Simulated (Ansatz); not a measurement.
# Ti: the cost of one run

Program: Ansatz 0.2.0. Level of theory: DFT r2SCAN, scalar-relativistic, plane waves, PAW. These are calculated values, not measurements.

2 further runs of the same task are left out: 2 set aside as unsound or not needed.

## Step 1: The structure to begin with

It takes space group P6/mmm (No. 191, hexagonal). The conventional cell has a = 4.568 Å, b = 4.568 Å, c = 2.825 Å, α = 90.00°, β = 90.00°, γ = 120.00°. Around Ti (site symmetry 6/mmm) lie 14 Ti at 2.82 to 2.99 Å. Around Ti (site symmetry -6m2) lie 11 Ti at 2.64 to 2.99 Å.

As a file:

```xyz
6
Lattice="0.0000 0.0000 2.8246 4.5680 0.0000 0.0000 0.0000 7.9120 0.0000" Properties=species:S:1:pos:R:3 pbc="T T T"
Ti    2.2840    3.9560    0.0000
Ti    0.0000    0.0000    0.0000
Ti    0.0000    2.6373    1.4123
Ti    2.2840    6.5934    1.4123
Ti    2.2840    1.3187    1.4123
Ti    0.0000    5.2747    1.4123
```

It goes back to an entry of the Materials Project, which need not be the stable form.

It is built from the cell relaxed beforehand with the same method (17.01 Å³/atom).

## Step 2: The reference cell

The cell is repeated 2 times, 6 atoms in all. The reference gives a free energy of -15026.3444 eV, pressure -0.01 GPa, largest force 0.000 eV/Å and gap on the mesh none (metal). It was computed beforehand with the settings of the runs below.

## Step 3: Setting up a frozen normal mode

Mode 16 of the phonon run on this cell, counted from the lowest, is frozen in: each atom moves by x times its row below, so x is the largest displacement.

```
atom     ux      uy     uz
 Ti1  0.000   1.000  0.000
 Ti2  0.000  -1.000  0.000
 Ti3  0.000   0.615  0.000
 Ti4  0.000  -0.615  0.000
 Ti5  0.000  -0.615  0.000
 Ti6  0.000   0.615  0.000
```

## Step 4: x = -0.300 Å

The input, input.yaml:

```yaml
crystal:
  lattice:
    - [0.0, 0.0, 2.8245629368]
    - [4.5680217062, 0.0, 0.0]
    - [0.0, 7.9120456853, 0.0]
  atoms:
    - { symbol: Ti, position: [0.0, 0.5, 0.462083131] }
    - { symbol: Ti, position: [0.0, 0.0, 0.037916869] }
    - { symbol: Ti, position: [0.5, 0.0, 0.3100233681] }
    - { symbol: Ti, position: [0.5, 0.5, 0.8566432985] }
    - { symbol: Ti, position: [0.5, 0.5, 0.1899766319] }
    - { symbol: Ti, position: [0.5, 0.0, 0.6433567015] }
basis:
  ecutwfc: 500
kpoints:
  mp_grid: { grid: [16, 10, 6] }
hamiltonian:
  xc: r2scan
scf:
  occupations: { method: gaussian, width: 0.15 }
output:
  forces: true
  stress: true
  eigenvalues: true
```

On the command line:

```
> ansatz run input.yaml --threads 2 --pin off --max-ram 5120MiB --backend cpu --events-out ev --progress --plain --runs-dir out
```

What time and memory should one allow on 2 threads of Oxide Virtual Turin-like (Zen 5), shared host?

About 40 s, with a peak of 1.2 GiB.
